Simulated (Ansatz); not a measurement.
# Ba (Im-3m) in Ansatz: reference runs

How does Ba come out in PBE? The cell is run as given and disturbed, then over a range of volumes.

All numbers are computed with Ansatz 0.2.0; they aren't measurements. Logs are shortened: lines on timing, memory, paths and dates and some standing lists are left out, and cuts for length are marked.

## (1) The crystal as given

It takes space group Im-3m (No. 229, cubic). Conventional cell: a = 5.013 Å, b = 5.013 Å, c = 5.013 Å, α = 90.00°, β = 90.00°, γ = 90.00°. Ba (site symmetry m-3m) is surrounded by 8 Ba at 4.34 Å.

## (2) Single point, PBE

File input.yaml:

```yaml
crystal:
  lattice:
    - [-2.5065, 2.5065, 2.5065]
    - [2.5065, -2.5065, 2.5065]
    - [2.5065, 2.5065, -2.5065]
  atoms:
    - { symbol: Ba, position: [0.0, 0.0, 0.0] }
hamiltonian:
  xc: pbe
  pseudopotentials: { kind: paw }
kpoints:
  mp_grid: { grid: [8, 8, 8] }
scf:
  occupations: { method: fermi_dirac, width: 0.05 }
output:
  forces: true
  stress: true
  eigenvalues: true
  write_density: true
  write_potential: true
  elf: true
  volumetric_format: npy
```

Potentials or basis: Ansatz PAW.

Command:

```sh
$ ansatz run input.yaml --threads 1 --pin off --max-ram 2560MiB --backend cpu --events-out ev --progress --plain --runs-dir out
```

Log:

```text
Warning: RAYON_NUM_THREADS=1 ignored (pool sized by the plan → 1); use --threads N
Engine: ansatz 0.2.0, aarch64-unknown-linux-gnu
Pseudopotentials: kind: paw
Pseudopotential: Ba, paw, valence charge 10, recommended cutoff 420 eV (normal), Ba.paw.azcp
Functional definition: PBE
  parameter kappa = 0.804
  parameter beta = 0.06672455060314922
  exchange = pbe_x(kappa = kappa, mu = beta*pi^2/3)
  correlation = pbe_c(beta = beta)
Crystal: 1 atoms, lattice volume = 62.989 Å³
Basis set: ecut = 420 eV, 1253 PW (Γ), exchange–correlation on 60×60×60 points (8 copies of the dense FFT grid, shifted against one another)
Bands: 9, of which v1, the nominal top of the filled ones, is band 5 counted from 1 (4 counted from 0)
Symmetry: 48 space group operations
Space group: Im-3m (ITA 229), of the structure as read, at distance tolerance 4.0e-5 Å
k-points: 29 of 512
Non-local potential: Ba, projectors of the file, l = 0: 3, l = 1: 2, l = 2: 2, l = 3: 2
PAW form: soft (Blöchl's): semilocal exchange-correlation on the pseudo side does not see the compensation charge
PAW one-centre angular grid: Ba, 194 points (default); XC on 64 Gauss nodes
Initial density: superposition of atomic densities (neutral atoms: chi_scale 0, normalization atom), corrected by the library's trained network
Initial wavefunctions: pseudopotential atomic-orbital guess
Functional: x = pbe(κ = 0.804, μ = 0.2195149727645171), c = pbe(β = 0.06672455060314922)
SCF iter   1: F=—  HF=-5949.548754 eV  |F-HF|=—  |Δ(HF+E_count)|=         —  Δρ=9.83e-4  dr2=9.96e-4  ethr=1.77e-3  ⟨swp⟩=8.0  Hψ=2615  notcnv=0
preconditioner: auto → none  [insulator: Δε(μ)=0.213 eV  Ē_g=2.784 eV  σ=0.050 eV  W_gap=0.75  n_scr=12 (ndim 8)  ℏωp=6.6 eV  f_vac=0.000  D(μ)=0.86/eV (n_scr^D=0)  ε∞_Penn≈6.6]
SCF iter   2: F=—  HF=-5949.548828 eV  |F-HF|=—  |Δ(HF+E_count)|=   7.39e-5  Δρ=5.34e-4  dr2=1.65e-4  ethr=9.96e-6  ⟨swp⟩=2.2  Hψ=621  notcnv=0
SCF iter   3: F=—  HF=-5949.548871 eV  |F-HF|=—  |Δ(HF+E_count)|=   4.23e-5  Δρ=9.60e-5  dr2=5.33e-6  ethr=1.65e-6  ⟨swp⟩=2.1  Hψ=360  notcnv=0
SCF iter   4: F=—  HF=-5949.548875 eV  |F-HF|=—  |Δ(HF+E_count)|=   4.15e-6  Δρ=1.09e-5  dr2=4.37e-8  ethr=5.33e-8  ⟨swp⟩=2.5  Hψ=396  notcnv=0
iter 5 did not close the SCF: its close was put off for the readings that it lacked (scf_convergence_deferred on its scf_iter line)
SCF iter   5: F=-5949.548875 eV  HF=-5949.548875 eV  |F-HF|=3.55e-11  |Δ(HF+E_count)|=   7.62e-8  Δρ=7.05e-7  dr2=3.18e-10  ethr=4.37e-10  ⟨swp⟩=2.0  Hψ=390  notcnv=0
SCF iter   6: F=-5949.548875 eV  HF=-5949.548875 eV  |F-HF|=9.09e-13  |Δ(HF+E_count)|=  3.64e-12  Δρ=1.40e-7  dr2=8.82e-12  ethr=3.18e-12  ⟨swp⟩=5.0  Hψ=1372  notcnv=0
SCF 1 converged in 6 iterations: F = -5949.548875 eV  dr2 = 8.82e-12
SCF converged after 6 iterations
Free energy (F): -5949.548875 eV
Harris-Foulkes:  -5949.548875 eV  (|F-HF|=9.09e-13)
Internal energy: -5949.540887 eV  (E = F + TS)
E sigma→0 (E₀):  -5949.544881 eV
Entropy (-TS):   -0.007988 eV (-7.988 meV/atom)
Fermi energy:    5.816915 eV
--- Per-component energies (eV) ---
  E_band       = -84.890496
  E_kinetic    = 166.373163
  E_local      = -376.985535  (includes V_loc(G=0)·N_el)
  E_nonlocal   = 57.097478
  E_hartree    = 118.977534
  E_xc         = -166.499170
  E_vxc        = -133.563542  (∫ρ·V_xc dr)
  E_paw        = -5225.826602  (= ΣΔE_a)
  E_vpaw       = -35.767172  (= ΣTr[D̂ρ^β])
  E_aug_tail   = -0.000002  (compensation charges beyond the density's cutoff)
  E_ewald      = -522.677753
  E_smearing   = -0.007988  (= −TS)
  E_closure    = 0.000000  (closes the sum)
  Σ components = -5949.548875   (vs F -5949.548875, Δ=0.00e0)
--- Forces (eV/Å), atoms counted from 1 ---
  atom   1  Ba    -0.00000000    -0.00000000    -0.00000000
  max |Σ_I F_I| component: 6.98e-32 eV/Å
--- Stress (GPa, compression-positive) ---
       -0.007955       0.000000      -0.000000
        0.000000      -0.007955       0.000000
        0.000000       0.000000      -0.007955
  P = ⅓ Tr σ = -0.0080 GPa (-0.080 kbar)
--- Band table (eV; the first three rows and the last of 29) ---
  k-point 0: bands = ["-23.0316", "-7.9829", "-7.9829", "-7.9829", "3.0950", "7.6741", "7.6741", "7.6741", "9.0737"]
  k-point 1: bands = ["-23.0253", "-8.0549", "-8.0051", "-7.9834", "3.3815", "7.4386", "7.4992", "7.9537", "8.7475"]
  k-point 2: bands = ["-23.0100", "-8.2217", "-8.0580", "-7.9845", "4.1041", "6.9673", "6.9985", "8.7566", "8.8054"]
  k-point 28: bands = ["-22.9560", "-8.3024", "-8.3024", "-8.3024", "5.2969", "5.2969", "9.8625", "9.8625", "9.8625"]
```

Run time: 1.5 s. Hardware: 1 thread of Arm Neoverse V1, shared host; peak memory 0.29 GiB.

What came out:

| Item | Value |
| --- | --- |
| Free energy | -5949.5489 eV |
| Pressure | 0.0 GPa |
| Band gap on the k mesh | none (metal or under the smearing width) |

Levels at points of the mesh, in eV from the Fermi level:
```
              k point  band 3  band 4  band 5  band 6  band 7  band 8
   (0.00, 0.00, 0.00)  -13.80  -13.80   -2.72    1.86    1.86    1.86
  (0.00, 0.00, -0.50)  -13.95  -13.80   -0.87    0.72    1.25    3.23
(-0.50, -0.50, -0.50)  -14.12  -14.12   -0.52   -0.52    4.05    4.05
```

Spin-orbit coupling is left out, which matters for the levels of Ba.

## (3) Single point, PBE (cell strained at random at fixed volume)

File input.yaml:

```yaml
crystal:
  lattice:
    - [-2.47176, 2.477647, 2.448514]
    - [2.565311, -2.52802, 2.592438]
    - [2.450657, 2.506917, -2.498887]
  atoms:
    - { symbol: Ba, position: [-0.001075, 0.004745, -0.011468] }
hamiltonian:
  xc: pbe
  pseudopotentials: { kind: paw }
kpoints:
  mp_grid: { grid: [8, 8, 8] }
scf:
  occupations: { method: fermi_dirac, width: 0.05 }
output:
  forces: true
  stress: true
  eigenvalues: true
```

Potentials or basis: Ansatz PAW.

Command:

```sh
$ ansatz run input.yaml --threads 1 --pin off --max-ram 2560MiB --backend cpu --events-out ev --progress --plain --runs-dir out
```

It took 8.7 s on 1 thread of Arm Neoverse V1, shared host; peak memory 0.42 GiB.

It converged, with:

- Free energy: -5949.5449 eV
- Pressure: 0.0 GPa
- Band gap on the k mesh: none (metal or under the smearing width)

Stress tensor (GPa, compression positive):
```
-0.01  0.07 -0.41
 0.07  0.04  0.21
-0.41  0.21 -0.04
```

Levels at points of the mesh, in eV from the Fermi level:
```csv
k point,band 3,band 4,band 5,band 6,band 7,band 8
"(0.00, 0.00, 0.00)",-13.80,-13.79,-2.72,1.72,1.78,2.04
"(0.00, 0.00, -0.50)",-13.96,-13.81,-0.86,0.68,1.30,3.26
"(0.00, -0.50, 0.00)",-13.93,-13.80,-0.90,0.72,1.12,3.30
"(0.00, -0.50, -0.50)",-13.94,-13.80,-0.88,0.70,1.19,3.29
"(-0.50, 0.00, 0.00)",-13.96,-13.81,-0.85,0.72,1.32,3.17
"(-0.50, 0.00, -0.50)",-13.97,-13.81,-0.85,0.78,1.36,3.07
"(-0.50, -0.50, 0.00)",-13.94,-13.81,-0.87,0.68,1.24,3.29
"(-0.50, -0.50, -0.50)",-14.12,-14.09,-0.53,-0.52,3.93,4.10
```

Spin-orbit coupling is left out, which matters for the levels of Ba.

## (4) Single point, PBE, 59.21 Å³/atom (volume scaled by 0.94)

File input.yaml:

```yaml
crystal:
  lattice:
    - [-2.4553325815, 2.4553325815, 2.4553325815]
    - [2.4553325815, -2.4553325815, 2.4553325815]
    - [2.4553325815, 2.4553325815, -2.4553325815]
  atoms:
    - { symbol: Ba, position: [0.0, 0.0, 0.0] }
hamiltonian:
  xc: pbe
  pseudopotentials: { kind: paw }
kpoints:
  mp_grid: { grid: [8, 8, 8] }
scf:
  occupations: { method: fermi_dirac, width: 0.05 }
output:
  forces: true
  stress: true
  eigenvalues: true
```

Command:

```sh
$ ansatz run input.yaml --threads 1 --pin off --max-ram 2560MiB --backend cpu --events-out ev --progress --plain --runs-dir out
```

Run time: 1.1 s. Hardware: 1 thread of Arm Neoverse V1, shared host; peak memory 0.29 GiB.

Results (log left out):

| Property | Result |
| --- | --- |
| Free energy | -5949.5421 eV |
| Pressure | 0.6 GPa |
| Band gap on the k mesh | none (metal or under the smearing width) |

## (5) Single point, PBE, 60.47 Å³/atom (volume scaled by 0.96)

Edit input.yaml of step 4 so:

```diff
@@ -2,5 +2,5 @@
   lattice:
-    - [-2.4553325815, 2.4553325815, 2.4553325815]
-    - [2.4553325815, -2.4553325815, 2.4553325815]
-    - [2.4553325815, 2.4553325815, -2.4553325815]
+    - [-2.4726242257, 2.4726242257, 2.4726242257]
+    - [2.4726242257, -2.4726242257, 2.4726242257]
+    - [2.4726242257, 2.4726242257, -2.4726242257]
   atoms:
```

Command:

```sh
$ ansatz run input.yaml --threads 1 --pin off --max-ram 2560MiB --backend cpu --events-out ev --progress --plain --runs-dir out
```

It took 1.2 s on 1 thread of Arm Neoverse V1, shared host; peak memory 0.29 GiB.

The run converged. Its results:

```yaml
Free_energy: -5949.5460 eV
Pressure: 0.4 GPa
Band_gap_on_the_k_mesh: none (metal or under the smearing width)
```

## (6) Single point, PBE, 61.73 Å³/atom (volume scaled by 0.98)

Edit input.yaml of step 5 so:

```diff
@@ -2,5 +2,5 @@
   lattice:
-    - [-2.4726242257, 2.4726242257, 2.4726242257]
-    - [2.4726242257, -2.4726242257, 2.4726242257]
-    - [2.4726242257, 2.4726242257, -2.4726242257]
+    - [-2.4896773455, 2.4896773455, 2.4896773455]
+    - [2.4896773455, -2.4896773455, 2.4896773455]
+    - [2.4896773455, 2.4896773455, -2.4896773455]
   atoms:
```

Potentials or basis: Ansatz PAW.

Command:

```sh
$ ansatz run input.yaml --threads 1 --pin off --max-ram 2560MiB --backend cpu --events-out ev --progress --plain --runs-dir out
```

Wall time 1.1 s (1 thread of Arm Neoverse V1, shared host); peak memory 0.29 GiB.

Results (log left out):

| Property | Result |
| --- | --- |
| Free energy | -5949.5482 eV |
| Pressure | 0.2 GPa |
| Band gap on the k mesh | none (metal or under the smearing width) |

## (7) Single point, PBE, 62.99 Å³/atom

File input.yaml:

```yaml
crystal:
  lattice:
    - [-2.5065, 2.5065, 2.5065]
    - [2.5065, -2.5065, 2.5065]
    - [2.5065, 2.5065, -2.5065]
  atoms:
    - { symbol: Ba, position: [0.0, 0.0, 0.0] }
hamiltonian:
  xc: pbe
  pseudopotentials: { kind: paw }
kpoints:
  mp_grid: { grid: [8, 8, 8] }
scf:
  occupations: { method: fermi_dirac, width: 0.05 }
output:
  forces: true
  stress: true
  eigenvalues: true
  write_density: true
  write_potential: true
  elf: true
  volumetric_format: npy
```

Command:

```sh
$ ansatz run input.yaml --threads 1 --pin off --max-ram 2560MiB --backend cpu --events-out ev --progress --plain --runs-dir out
```

Run time: 1.5 s. Hardware: 1 thread of Arm Neoverse V1, shared host; peak memory 0.29 GiB.

It converged, with:

* Free energy: -5949.5489 eV
* Pressure: 0.0 GPa
* Band gap on the k mesh: none (metal or under the smearing width)

## (8) Single point, PBE, 64.25 Å³/atom (volume scaled by 1.02)

File input.yaml:

```yaml
crystal:
  lattice:
    - [-2.5230998215, 2.5230998215, 2.5230998215]
    - [2.5230998215, -2.5230998215, 2.5230998215]
    - [2.5230998215, 2.5230998215, -2.5230998215]
  atoms:
    - { symbol: Ba, position: [0.0, 0.0, 0.0] }
hamiltonian:
  xc: pbe
  pseudopotentials: { kind: paw }
kpoints:
  mp_grid: { grid: [8, 8, 8] }
scf:
  occupations: { method: fermi_dirac, width: 0.05 }
output:
  forces: true
  stress: true
  eigenvalues: true
```

Command:

```sh
$ ansatz run input.yaml --threads 1 --pin off --max-ram 2560MiB --backend cpu --events-out ev --progress --plain --runs-dir out
```

Wall time 1.2 s (1 thread of Arm Neoverse V1, shared host); peak memory 0.29 GiB.

It converged, with:

- Free energy: -5949.5481 eV
- Pressure: -0.2 GPa
- Band gap on the k mesh: none (metal or under the smearing width)

## (9) Single point, PBE, 65.51 Å³/atom (volume scaled by 1.04)

Edit input.yaml of step 8 so:

```diff
@@ -2,5 +2,5 @@
   lattice:
-    - [-2.5230998215, 2.5230998215, 2.5230998215]
-    - [2.5230998215, -2.5230998215, 2.5230998215]
-    - [2.5230998215, 2.5230998215, -2.5230998215]
+    - [-2.5394840457, 2.5394840457, 2.5394840457]
+    - [2.5394840457, -2.5394840457, 2.5394840457]
+    - [2.5394840457, 2.5394840457, -2.5394840457]
   atoms:
```

Potentials or basis: Ansatz PAW.

Command:

```sh
$ ansatz run input.yaml --threads 1 --pin off --max-ram 2560MiB --backend cpu --events-out ev --progress --plain --runs-dir out
```

Wall time 1.3 s (1 thread of Arm Neoverse V1, shared host); peak memory 0.29 GiB.

It converged, with:

| Property | Result |
| --- | --- |
| Free energy | -5949.5461 eV |
| Pressure | -0.3 GPa |
| Band gap on the k mesh | none (metal or under the smearing width) |

## (10) Single point, PBE, 66.77 Å³/atom (volume scaled by 1.06)

Edit input.yaml of step 9 so:

```diff
@@ -2,5 +2,5 @@
   lattice:
-    - [-2.5394840457, 2.5394840457, 2.5394840457]
-    - [2.5394840457, -2.5394840457, 2.5394840457]
-    - [2.5394840457, 2.5394840457, -2.5394840457]
+    - [-2.5556595394, 2.5556595394, 2.5556595394]
+    - [2.5556595394, -2.5556595394, 2.5556595394]
+    - [2.5556595394, 2.5556595394, -2.5556595394]
   atoms:
```

Command:

```sh
$ ansatz run input.yaml --threads 1 --pin off --max-ram 2560MiB --backend cpu --events-out ev --progress --plain --runs-dir out
```

Run time: 1.3 s. Hardware: 1 thread of Arm Neoverse V1, shared host; peak memory 0.29 GiB.

Results (log left out):

| Quantity | Value |
| --- | --- |
| Free energy | -5949.5428 eV |
| Pressure | -0.5 GPa |
| Band gap on the k mesh | none (metal or under the smearing width) |

## (11) Equation of state, PBE

No new run: the results of the series are fitted here.

What came out:

* Equilibrium volume: 62.93 Å³/atom
* Bulk modulus: 9.0 GPa
* Pressure derivative of the bulk modulus: 3.2

Energy against volume, from the lowest point:
| volume (Å³/atom) | energy (meV/atom) |
| --- | --- |
| 59.209 | 6.73 |
| 60.469 | 2.86 |
| 61.729 | 0.66 |
| 62.989 | 0.00 |
| 64.249 | 0.75 |
| 65.508 | 2.80 |
| 66.768 | 6.03 |

The run has no spin-orbit coupling, so splittings on Ba are missing.

## (12) Summary

| task | cell | gap on the mesh (eV) | pressure (GPa) |
| --- | --- | --- | --- |
| single point | as given | none | 0.0 |
| single point | cell strained at random at fixed volume | none | 0.0 |
| equation of state | as given | - | - |

Alike in all rows: level PBE; potentials or basis Ansatz PAW; no spin polarisation; k mesh 8 × 8 × 8; cutoff (eV) 420; smearing fermi-dirac 0.05 eV.

Absolute energies hang on the potentials; compare differences alone.
